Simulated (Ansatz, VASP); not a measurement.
Two plane-wave programs on TiC

INCAR

```
ALGO = Normal ; EDIFF = 1E-7
EDIFFG = -0.005 ; ENCUT = 600
GGA = PE ; IBRION = 2
ISIF = 3 ; ISMEAR = 0
IVDW = 12 ; LASPH = True
LCHARG = False ; LREAL = False
LWAVE = False ; NELM = 60
NSW = 70 ; PREC = Accurate
SIGMA = 0.1
```

Contents of KPOINTS:

```
k-points
0
Gamma
  16 16 16
```

File POSCAR:

```
TiC
1.0
    0.0000000000      2.1664107360      2.1664107360
    2.1664107360      0.0000000000      2.1664107360
    2.1664107360      2.1664107360      0.0000000000
Ti C
1 1
Direct
    0.0000000000      0.0000000000      0.0000000000
    0.5000000000      0.5000000000      0.5000000000
```

Input for Ansatz:

```yaml
crystal:
  lattice:
    - [0.0, 2.166410736, 2.166410736]
    - [2.166410736, 0.0, 2.166410736]
    - [2.166410736, 2.166410736, 0.0]
  atoms:
    - { symbol: Ti, position: [0.0, 0.0, 0.0] }
    - { symbol: C, position: [0.5, 0.5, 0.5] }
basis:
  ecutwfc: 420
kpoints:
  mp_grid: { grid: [16, 16, 16] }
hamiltonian:
  xc: pbe
  dispersion: d3bj
scf:
  occupations: { method: gaussian, width: 0.1 }
output:
  forces: true
  stress: true
  eigenvalues: true
relax:
  adjacent_minimum: "off"
  f_tol: 0.005
  max_steps: 50
  cell: { stress_tol: 0.05 }
```

Alike in both runs: task relaxation of cell and atoms; functional PBE; dispersion D3(BJ); k mesh 16 × 16 × 16; occupations gaussian, width 0.1 eV; no spin polarisation.

|  | VASP | Ansatz |
| --- | --- | --- |
| version | VASP 6.6.1 | Ansatz 0.2.0 |
| potentials or method | VASP PAW PBE potentials, release 64 (Ti_sv, C) | scalar-relativistic, plane waves, PAW |
| plane-wave cutoff (eV) | 600 | 420 |
| valence electrons in the cell | 16 | 16 |

|  | VASP | Ansatz | Ansatz less VASP |
| --- | --- | --- | --- |
| gap on the k mesh at the Fermi level, each at its own relaxed structure (eV) | none | none | - |
| relaxed volume (Å³/atom) | 9.88 | 9.88 | -0.005 |
| relaxed cell length with the largest relative difference (Å) | 3.035 | 3.034 | -0.0005 |
| energy change over the relaxation (meV/atom) | -7 | -7 | -0.2 |

A gap of «none» marks a metal or a gap that the smearing closes.

Caveats: pairwise dispersion overbinds metals, which lowers pressure and volume.
